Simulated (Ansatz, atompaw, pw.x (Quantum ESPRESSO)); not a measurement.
**pw.x on diamond Li: one setting changed**

Potential: PAW, atompaw 4.2.0.5, PBE; core [He], reference 2s1 2p0; waves: 2s (bound): rc 3.00 bohr; 2s channel at 0.65 Ry: rc 3.00 bohr; 2p (bound, empty): rc 3.00 bohr; 2p channel at 0.45 Ry: rc 3.00 bohr; 3d channel at 0.35 Ry: rc 3.00 bohr; 3d channel at 2.9 Ry: rc 3.00 bohr; local part: bessel scheme, radius 2.75 bohr; core correction: smooth core density matched at 1.86 bohr; augmentation: sinc compensation charge, radius 2.15 bohr; PAW radius 3.00 bohr; waves and projectors: custom polynom2 7 10 vanderbiltortho.

The reference run (k-mesh 8³, cutoffs 40/400 Ry, Fermi–Dirac 0.01 Ry, mixing_beta 0.4, conv_thr 1e-9, no spin) gives 0.05 GPa at 26.165 Å³/atom, where all-electron LAPW gives -0.02 GPa. This run, with its own iteration cap, changes nbnd to 13.

```
&control
  calculation='scf', prefix='x', pseudo_dir='./', outdir='./tmp', tstress=.true., disk_io='none'
/
&system
  ibrav=0, nat=2, ntyp=1, ecutwfc=40, ecutrho=400, nbnd=13,
  occupations='smearing', smearing='fd', degauss=0.01
/
&electrons
  conv_thr=1e-09, mixing_beta=0.4, electron_maxstep=60
/
ATOMIC_SPECIES
Li 1.0 Li.UPF
CELL_PARAMETERS angstrom
  0.00000000 2.96874968 2.96874968
  2.96874968 0.00000000 2.96874968
  2.96874968 2.96874968 0.00000000
ATOMIC_POSITIONS crystal
Li 0.0000 0.0000 0.0000
Li 0.2500 0.2500 0.2500
K_POINTS automatic
8 8 8 0 0 0
```

```bash
pw.x < Li.scf.in > Li.scf.out
```

**Question.** How does the run end?

**Answer.** It converges in 9 iterations; the free energy moves by +0.0 meV/atom and the pressure by +0.00 GPa. The result is that of the reference run.

```
Message from routine setup:
     using ibrav=0 with symmetry is DISCOURAGED, use correct ibrav instead
     lattice parameter (alat)  =       7.9339  a.u.
     unit-cell volume          =     353.1403 (a.u.)^3
     number of electrons       =         2.00
     number of Kohn-Sham states=           13
     kinetic-energy cutoff     =      40.0000  Ry
     charge density cutoff     =     400.0000  Ry
     scf convergence threshold =      1.0E-09
     Exchange-correlation= SLA PW PBX PBC
     number of k points=    29  Fermi-Dirac smearing, width (Ry)=  0.0100
     iteration #  1     ecut=    40.00 Ry     beta= 0.40
     total energy              =      -7.60709991 Ry
     estimated scf accuracy    <       0.00050217 Ry
     iteration #  2     ecut=    40.00 Ry     beta= 0.40
     total energy              =      -7.60439360 Ry
     estimated scf accuracy    <       0.00022550 Ry
     iteration #  3     ecut=    40.00 Ry     beta= 0.40
     total energy              =      -7.60483058 Ry
     estimated scf accuracy    <       0.00001637 Ry
     iteration #  4     ecut=    40.00 Ry     beta= 0.40
     total energy              =      -7.60478307 Ry
     estimated scf accuracy    <       0.00000665 Ry
     iteration #  5     ecut=    40.00 Ry     beta= 0.40
     total energy              =      -7.60477136 Ry
     estimated scf accuracy    <       0.00000118 Ry
     iteration #  6     ecut=    40.00 Ry     beta= 0.40
     total energy              =      -7.60477241 Ry
     estimated scf accuracy    <          9.9E-09 Ry
     iteration #  7     ecut=    40.00 Ry     beta= 0.40
     total energy              =      -7.60477242 Ry
     estimated scf accuracy    <          2.7E-09 Ry
     iteration #  8     ecut=    40.00 Ry     beta= 0.40
     total energy              =      -7.60477244 Ry
     estimated scf accuracy    <          7.7E-09 Ry
     iteration #  9     ecut=    40.00 Ry     beta= 0.40
     the Fermi energy is     0.0053 ev
!    total energy              =      -7.60477245 Ry
     estimated scf accuracy    <          8.3E-10 Ry
     smearing contrib. (-TS)   =      -0.00364172 Ry
     convergence has been achieved in   9 iterations
          total   stress  (Ry/bohr**3)                   (kbar)     P=        0.52
     Message from routine punch:
     Nothing written, as per user request (disk_io='none')
```

The run took about 14 s on one core of a shared host (Intel(R) Xeon(R) 6975P-C, 192 threads, 378 GiB, load 74).
